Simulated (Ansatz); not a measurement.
## Phase order of Ag

Structure types of Ag are relaxed in primitive cells with their symmetry kept at 0 GPa, first on PAW files, then by LAPW. The enthalpy is E + pV at zero temperature, without zero-point motion. Only the types listed were tried, and differences under about 5 meV/atom are mesh noise.

All numbers are PBE results (scalar-relativistic) from Ansatz 0.2.0, with Fermi–Dirac smearing of 0.05 eV, no spin polarisation. Methods: LAPW: all electrons, basis error target 0.5 meV/atom; PAW: frozen-core files, cutoff 420 eV.

k meshes: fcc 17×17×17, bcc 18×18×18, hcp 16×16×9.

Q: Which type is lowest in enthalpy, and by how much?

A: fcc, 0 meV/atom below hcp, which is within the noise of the k meshes. The whole table:

```json
{"start type": "fcc", "ends as": "fcc, Fm-3m", "a, b, c (Å)": "4.147, 4.147, 4.147", "V (Å³/atom)": "17.83", "H − H(lowest), LAPW (meV/atom)": "0.0", "same, PAW": "0.0"}
{"start type": "bcc", "ends as": "bcc, Im-3m", "a, b, c (Å)": "3.303, 3.303, 3.303", "V (Å³/atom)": "18.02", "H − H(lowest), LAPW (meV/atom)": "32.9", "same, PAW": "32.9"}
{"start type": "hcp", "ends as": "hcp, P6_3/mmc", "a, b, c (Å)": "2.936, 2.936, 4.791", "V (Å³/atom)": "17.88", "H − H(lowest), LAPW (meV/atom)": "0.1", "same, PAW": "0.1"}
```
